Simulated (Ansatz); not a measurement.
ZrSe₂ (P-3m1) from a database of computed structures (r2SCAN+rVV10 geometry), in Ansatz:

```xyz
3
Lattice="3.7882 0.0000 0.0000 -1.8941 3.2807 0.0000 0.0000 0.0000 6.1807" Properties=species:S:1:pos:R:3 pbc="T T T"
Zr    0.0000    0.0000    0.0000
Se    1.8941    1.0936    4.6122
Se    0.0000    2.1871    1.5685
```

G0W0@PBE with 569 empty bands, a screening cutoff of 220 eV and a 6×6×4 mesh (PAW, contour deformation) gives 1.085 eV over the mesh points, from a PBE gap of 0.296 eV; it sums over 591 bands with 573 plane waves in the screening and a wave cutoff of 420 eV. No extrapolation in bands, cutoff or mesh was made for G0W0. The values are computed, spin-unpolarised, and not measurements.

(1) Estimate the gap with empty bands 1045, screening cutoff 300 eV.

(2) Another run gave a Kohn-Sham gap of 0.296 eV and a G0W0 gap of 1.021 eV, summing over 591 bands with 573 plane waves in the screening and a wave cutoff of 420 eV. What was changed?

Answers

(1) 1.097 eV (+0.012 eV), from a Kohn-Sham gap of 0.296 eV.

(2) Frequency model Godby-Needs pole. Only the quasiparticle gap differs.

Spin-orbit coupling is left out.
